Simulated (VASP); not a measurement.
# MgO in VASP: further runs, part 2 of 2

VASP 6.6.1.

### 3 Relaxation of the atoms, PBEsol

Contents of INCAR:

```
SYSTEM = MgO
PREC = Accurate
ENCUT = 520
EDIFF = 1E-6
ISMEAR = 0
SIGMA = 0.03
LREAL = .False.
LASPH = .True.
NELM = 80
ALGO = Normal
ISIF = 2
LWAVE = .False.
LCHARG = .False.
LDIPOL = .True.
IDIPOL = 3
DIPOL = 0.5 0.5 0.500
GGA = PS
IBRION = 2
NSW = 80
EDIFFG = -0.02
KPAR = 4
```

Contents of KPOINTS:

```
Automatic mesh
0
Gamma
  9 9 1
  0 0 0
```

Contents of POSCAR:

```
MgO
1.0
    2.9753964400      0.0000000000      0.0000000000
    0.0000000000      2.9753964400      0.0000000000
    0.0000000000      0.0000000000     27.6235380000
Mg O
7 7
Direct
    0.5000000000      0.5000000000      0.2715075800
    0.0000000000      0.0000000000      0.3476717200
    0.5000000000      0.5000000000      0.4238358600
    0.0000000000      0.0000000000      0.5000000000
    0.5000000000      0.5000000000      0.5761641400
    0.0000000000      0.0000000000      0.6523282800
    0.5000000000      0.5000000000      0.7284924200
    0.0000000000      0.0000000000      0.2715075800
    0.5000000000      0.5000000000      0.3476717200
    0.0000000000      0.0000000000      0.4238358600
    0.5000000000      0.5000000000      0.5000000000
    0.0000000000      0.0000000000      0.5761641400
    0.5000000000      0.5000000000      0.6523282800
    0.0000000000      0.0000000000      0.7284924200
```

Potentials or basis: VASP PAW PBE potentials, release 64 (Mg, O).

Launch:

```sh
$ cat potpaw_PBE.64/Mg/POTCAR potpaw_PBE.64/O/POTCAR > POTCAR
$ mpirun -np 4 vasp_std > vasp.out
```

OUTCAR:

```text
SYSTEM = MgO
   PREC = Accurate
   ENCUT = 520
   EDIFF = 1E-6
   ISMEAR = 0
   LREAL = .False.
   LASPH = .True.
   NELM = 80
   ISIF = 2
   GGA = PS
   IBRION = 2
   NSW = 80
   EDIFFG = -0.02

 ion  position               nearest neighbor table
   1  0.500  0.500  0.272-   8 2.10   8 2.10   8 2.10   8 2.10   9 2.10   2 2.98   2 2.98   2 2.98
                             2 2.98
   2  0.000  0.000  0.348-   9 2.10   9 2.10   9 2.10   9 2.10  10 2.10   8 2.10   3 2.98   3 2.98
                             3 2.98   3 2.98   1 2.98   1 2.98   1 2.98   1 2.98
   3  0.500  0.500  0.424-  10 2.10  10 2.10  10 2.10  10 2.10   9 2.10  11 2.10   2 2.98   2 2.98
                             2 2.98   2 2.98   4 2.98   4 2.98   4 2.98   4 2.98
   4  0.000  0.000  0.500-  11 2.10  11 2.10  11 2.10  11 2.10  12 2.10  10 2.10   5 2.98   5 2.98
                             3 2.98   5 2.98   3 2.98   3 2.98   5 2.98   3 2.98
   5  0.500  0.500  0.576-  12 2.10  12 2.10  12 2.10  12 2.10  13 2.10  11 2.10   6 2.98   6 2.98
                             6 2.98   6 2.98   4 2.98   4 2.98   4 2.98   4 2.98
   6  0.000  0.000  0.652-  13 2.10  13 2.10  13 2.10  13 2.10  12 2.10  14 2.10   5 2.98   5 2.98
                             5 2.98   5 2.98   7 2.98   7 2.98   7 2.98   7 2.98
   7  0.500  0.500  0.728-  14 2.10  14 2.10  14 2.10  14 2.10  13 2.10   6 2.98   6 2.98   6 2.98
                             6 2.98
   8  0.000  0.000  0.272-   1 2.10   1 2.10   1 2.10   1 2.10   2 2.10
[... 400 lines left out ...]
--------------------------------------- Ionic step        5  -------------------------------------------

 number of electron      55.9999971 magnetization

 dipolmoment           0.000000      0.000000     -0.000000 electrons x Angstroem

 Free energy of the ion-electron system (eV)
  ---------------------------------------------------
  ext. energy  EPLUGINS =         0.00000000
  ---------------------------------------------------
  free energy    TOTEN  =       -86.45594332 eV

  energy without entropy =      -86.45594332  energy(sigma->0) =      -86.45594332

 E-fermi :  -0.6105     XC(G=0):  -6.5532

 val. band max:       -0.8020854758   @ k =   0.0000   0.0000   0.0000
 cond. band min:       2.9379074909   @ k =   0.0000   0.0000   0.0000
 fundamental gap:      3.7399929667
 Fermi energy:        -0.6105180903

 k-point     1 :       0.0000    0.0000    0.0000
  band No.  band energies     occupation
      1     -17.9372      2.00000
      2     -17.7396      2.00000
      3     -17.4165      2.00000
      4     -17.0351      2.00000
      5     -16.6963      2.00000
      6     -16.4755      2.00000
[... 574 lines left out ...]
     35       9.3833      0.00000
     36       9.4586      0.00000

------------------------ aborting loop because EDIFF is reached ----------------------------------------

 vacuum level on the upper side and lower side of the slab       (xc-potential included)        -0.011        -0.011

  FORCE on cell =-STRESS in cart. coord.  units (eV):
  Direction    XX          YY          ZZ          XY          YZ          ZX
  --------------------------------------------------------------------------------------
  -------------------------------------------------------------------------------------
  Total       -3.5431884     -3.5431884      0.1308999      0.0000000     -0.0000000      0.0000000
  in kB      -23.2132443    -23.2132443      0.8575924      0.0000000     -0.0000000      0.0000000
  external PRESSURE =     -15.1896321 kB  Pullay stress =       0.0000000 kB
[... 29 lines left out ...]
  FREE ENERGIE OF THE ION-ELECTRON SYSTEM (eV)
  ---------------------------------------------------
  free  energy   TOTEN  =       -86.4559433164 eV

  energy  without entropy=      -86.4559433164  energy(sigma->0) =      -86.45594332

 reached required accuracy - stopping structural energy minimisation

 vacuum level on the upper side and lower side of the slab         4.440         4.440
```

OSZICAR:

```text
N       E                     dE             d eps       ncg     rms          rms(c)
DAV:   1     0.440387452875E+03    0.44039E+03   -0.25718E+04  1096   0.132E+03
DAV:   2    -0.436662945375E+02   -0.48405E+03   -0.47350E+03  1512   0.308E+02
[... 61 lines left out ...]
       N       E                     dE             d eps       ncg     rms          rms(c)
DAV:   1    -0.864559422193E+02   -0.28229E-04   -0.75696E-03  1172   0.518E-01    0.870E-03
DAV:   2    -0.864559479150E+02   -0.56957E-05   -0.11439E-04  1232   0.695E-02    0.649E-03
DAV:   3    -0.864559458882E+02    0.20268E-05   -0.53111E-06  1212   0.212E-02    0.498E-03
DAV:   4    -0.864559441519E+02    0.17363E-05   -0.15725E-06   892   0.165E-02    0.286E-03
DAV:   5    -0.864559431354E+02    0.10165E-05   -0.33808E-06  1128   0.246E-02    0.165E-03
DAV:   6    -0.864559433164E+02   -0.18098E-06   -0.35741E-06  1144   0.153E-02
   5 F= -.86455943E+02 E0= -.86455943E+02  d E =-.801323E-03
```

CONTCAR:

```text
MgO
   1.00000000000000
     2.9753964399999999    0.0000000000000000    0.0000000000000000
     0.0000000000000000    2.9753964399999999    0.0000000000000000
     0.0000000000000000    0.0000000000000000   27.6235379999999999
  Mg              O
     7     7
Direct
     0.5000000000000000    0.5000000000000000    0.2723153131532235
[... 17 lines left out ...]
  0.00000000E+00  0.00000000E+00  0.00000000E+00
  0.00000000E+00  0.00000000E+00  0.00000000E+00
  0.00000000E+00  0.00000000E+00  0.00000000E+00
  0.00000000E+00  0.00000000E+00  0.00000000E+00
  0.00000000E+00  0.00000000E+00  0.00000000E+00
  0.00000000E+00  0.00000000E+00  0.00000000E+00
  0.00000000E+00  0.00000000E+00  0.00000000E+00
  0.00000000E+00  0.00000000E+00  0.00000000E+00
  0.00000000E+00  0.00000000E+00  0.00000000E+00
  0.00000000E+00  0.00000000E+00  0.00000000E+00
  0.00000000E+00  0.00000000E+00  0.00000000E+00
```

It took 2.6 min on 4 MPI ranks of Intel Xeon Platinum 8488C (Sapphire Rapids), shared host; peak memory 0.41 GiB.

What came out:

| Quantity | Value |
| --- | --- |
| Free energy | -86.4559 eV |
| Energy gained by relaxing | 1.5 meV/atom |
| Ionic steps | 5 |
| Largest force after relaxing | 0.020 eV/Å |
| Band gap on the k mesh | 3.74 eV, direct |

Forces in eV/Å, atoms in the order of the input:
```
Mg   0.000  0.000 -0.011
Mg   0.000  0.000 -0.002
Mg   0.000  0.000  0.020
Mg   0.000  0.000  0.000
Mg   0.000  0.000 -0.020
Mg   0.000  0.000  0.002
Mg   0.000  0.000  0.011
O    0.000  0.000 -0.010
O    0.000  0.000 -0.005
O    0.000  0.000 -0.016
O    0.000  0.000  0.000
O    0.000  0.000  0.016
O    0.000  0.000  0.005
O    0.000  0.000  0.010
```

The path:
```
step  energy change (eV)  largest force (eV/Å)  pressure (GPa)
   1              0.0000                0.4628           -1.53
   2             -0.0205                0.0933           -1.51
   3             -0.0206                0.0992           -1.50
   4             -0.0214                0.0270           -1.52
   5             -0.0214                0.0199           -1.52
```

Final structure:
```cif
data_structure
_symmetry_space_group_name_H-M 'P 1'
_symmetry_Int_Tables_number 1
_cell_length_a 2.9754
_cell_length_b 2.9754
_cell_length_c 27.6235
_cell_angle_alpha 90.000
_cell_angle_beta 90.000
_cell_angle_gamma 90.000
_cell_volume 244.55
loop_
_atom_site_label
_atom_site_type_symbol
_atom_site_fract_x
_atom_site_fract_y
_atom_site_fract_z
_atom_site_occupancy
Mg1 Mg 0.50000 0.50000 0.27232 1
Mg2 Mg 0.00000 0.00000 0.34754 1
Mg3 Mg 0.50000 0.50000 0.42384 1
Mg4 Mg 0.00000 0.00000 0.50000 1
Mg5 Mg 0.50000 0.50000 0.57616 1
Mg6 Mg 0.00000 0.00000 0.65246 1
Mg7 Mg 0.50000 0.50000 0.72768 1
O1 O 0.00000 0.00000 0.27059 1
O2 O 0.50000 0.50000 0.34782 1
O3 O 0.00000 0.00000 0.42384 1
O4 O 0.50000 0.50000 0.50000 1
O5 O 0.00000 0.00000 0.57616 1
O6 O 0.50000 0.50000 0.65218 1
O7 O 0.00000 0.00000 0.72941 1
```

Caveat: the PAW data sets were made with another functional, which shifts forces and pressure a little.

### 4 Single point, PBEsol

Contents of INCAR:

```
SYSTEM = MgO
  PREC = Accurate
  ENCUT = 520
  EDIFF = 1E-7
  ISMEAR = 0
  SIGMA = 0.03
  LREAL = .FALSE.
  LASPH = .TRUE.
  NELM = 80
  ALGO = Normal
  ISIF = 2
  LWAVE = .FALSE.
  LCHARG = .FALSE.
  LDIPOL = .TRUE.
  IDIPOL = 3
  DIPOL = 0.5 0.5 0.500
  GGA = PS
  NBANDS = 41
  LVHAR = .TRUE.
  LVACPOTAV = .TRUE.
  ICORELEVEL = 1
  KPAR = 4
```

Contents of KPOINTS:

```
Automatic mesh
0
G
  9 9 1
  0 0 0
```

Contents of POSCAR:

```
MgO                                     
1.0
    2.9753964400      0.0000000000      0.0000000000
    0.0000000000      2.9753964400      0.0000000000
    0.0000000000      0.0000000000     27.6235380000
  Mg              O             
     7     7
Direct
     0.5000000000000000    0.5000000000000000    0.2723153131532235
     0.0000000000000000    0.0000000000000000    0.3475402871816813
     0.5000000000000000    0.5000000000000000    0.4238364724011832
     0.0000000000000000    0.0000000000000000    0.5000000000000000
     0.5000000000000000    0.5000000000000000    0.5761635275988169
     0.0000000000000000    0.0000000000000000    0.6524597128183187
     0.5000000000000000    0.5000000000000000    0.7276846868467763
     0.0000000000000000    0.0000000000000000    0.2705854819611305
     0.5000000000000000    0.5000000000000000    0.3478248669856061
     0.0000000000000000    0.0000000000000000    0.4238412662260230
     0.5000000000000000    0.5000000000000000    0.5000000000000000
     0.0000000000000000    0.0000000000000000    0.5761587337739770
     0.5000000000000000    0.5000000000000000    0.6521751330143939
     0.0000000000000000    0.0000000000000000    0.7294145180388696
```

Potentials or basis: VASP PAW PBE potentials, release 64 (Mg, O).

Launch:

```sh
$ cat potpaw_PBE.64/Mg/POTCAR potpaw_PBE.64/O/POTCAR > POTCAR
$ mpirun -np 4 vasp_std > vasp.out
```

OUTCAR:

```text
SYSTEM = MgO
   PREC = Accurate
   ENCUT = 520
   EDIFF = 1E-7
   ISMEAR = 0
   LREAL = .FALSE.
   LASPH = .TRUE.
   NELM = 80
   ISIF = 2
   GGA = PS

 ion  position               nearest neighbor table
   1  0.500  0.500  0.272-   9 2.09   8 2.10   8 2.10   8 2.10   8 2.10   2 2.96   2 2.96   2 2.96
                             2 2.96
   2  0.000  0.000  0.348-   9 2.10   9 2.10   9 2.10   9 2.10  10 2.11   8 2.13   1 2.96   1 2.96
                             1 2.96   1 2.96   3 2.98   3 2.98   3 2.98   3 2.98
   3  0.500  0.500  0.424-   9 2.10  11 2.10  10 2.10  10 2.10  10 2.10  10 2.10   4 2.98   4 2.98
                             4 2.98   4 2.98   2 2.98   2 2.98   2 2.98   2 2.98
[... 905 lines left out ...]
     0.000000000  2.975396440  0.000000000     0.000000000  0.336089667  0.000000000
     0.000000000  0.000000000 27.623538000     0.000000000  0.000000000  0.036201011

 POSITION                                       TOTAL-FORCE (eV/Angst)
 -----------------------------------------------------------------------------------
      1.48770      1.48770      7.52231         0.000000     -0.000000     -0.010636
      0.00000      0.00000      9.60029         0.000000      0.000000     -0.002815
      1.48770      1.48770     11.70786         0.000000      0.000000      0.019673
      0.00000      0.00000     13.81177         0.000000      0.000000     -0.000000
      1.48770      1.48770     15.91568         0.000000     -0.000000     -0.019673
      0.00000      0.00000     18.02325         0.000000     -0.000000      0.002815
      1.48770      1.48770     20.10123        -0.000000     -0.000000      0.010636
      0.00000      0.00000      7.47453         0.000000     -0.000000     -0.010354
      1.48770      1.48770      9.60815         0.000000      0.000000     -0.005279
      0.00000      0.00000     11.70800        -0.000000      0.000000     -0.015826
      1.48770      1.48770     13.81177         0.000000      0.000000     -0.000000
      0.00000      0.00000     15.91554         0.000000      0.000000      0.015826
      1.48770      1.48770     18.01538         0.000000      0.000000      0.005279
      0.00000      0.00000     20.14901         0.000000     -0.000000      0.010354
 -----------------------------------------------------------------------------------
    total drift:                                0.000000      0.000000     -0.000000

  FREE ENERGIE OF THE ION-ELECTRON SYSTEM (eV)
  ---------------------------------------------------
  free  energy   TOTEN  =       -86.4559434093 eV

  energy  without entropy=      -86.4559434093  energy(sigma->0) =      -86.45594341

 vacuum level on the upper side and lower side of the slab         4.452         4.452
```

It took 74 s on 4 MPI ranks of Intel Xeon Platinum 8488C (Sapphire Rapids), shared host; peak memory 0.38 GiB.

What came out:

```yaml
Free_energy: -86.4559 eV
Largest_force: 0.020 eV/Å
Band_gap_on_the_k_mesh: 3.74 eV, direct
Ionisation_potential_of_the_upper_face: 5.25 eV
```

Forces in eV/Å, atoms in the order of the input:
```
Mg   0.000  0.000 -0.011
Mg   0.000  0.000 -0.003
Mg   0.000  0.000  0.020
Mg   0.000  0.000  0.000
Mg   0.000  0.000 -0.020
Mg   0.000  0.000  0.003
Mg   0.000  0.000  0.011
O    0.000  0.000 -0.010
O    0.000  0.000 -0.005
O    0.000  0.000 -0.016
O    0.000  0.000  0.000
O    0.000  0.000  0.016
O    0.000  0.000  0.005
O    0.000  0.000  0.010
```

Levels at points of the mesh, in eV from the valence-band top:
```
           k point  band 24  band 25  band 26  band 27  band 28  band 29  band 30  band 31  band 32  band 33
(0.00, 0.00, 0.00)    -0.26    -0.09    -0.09     0.00     0.00     3.74     3.81     5.10     5.57     5.75
```

Core levels (eV, on the scale of the bands):
```
atom                          levels
1 Mg  1s -1253.0, 2s -73.4, 2p -40.1
2 Mg  1s -1252.5, 2s -72.9, 2p -39.7
3 Mg  1s -1252.5, 2s -72.9, 2p -39.7
4 Mg  1s -1252.5, 2s -72.9, 2p -39.7
5 Mg  1s -1252.5, 2s -72.9, 2p -39.7
6 Mg  1s -1252.5, 2s -72.9, 2p -39.7
```

Caveat: the PAW data sets were made with another functional, which shifts forces and pressure a little.
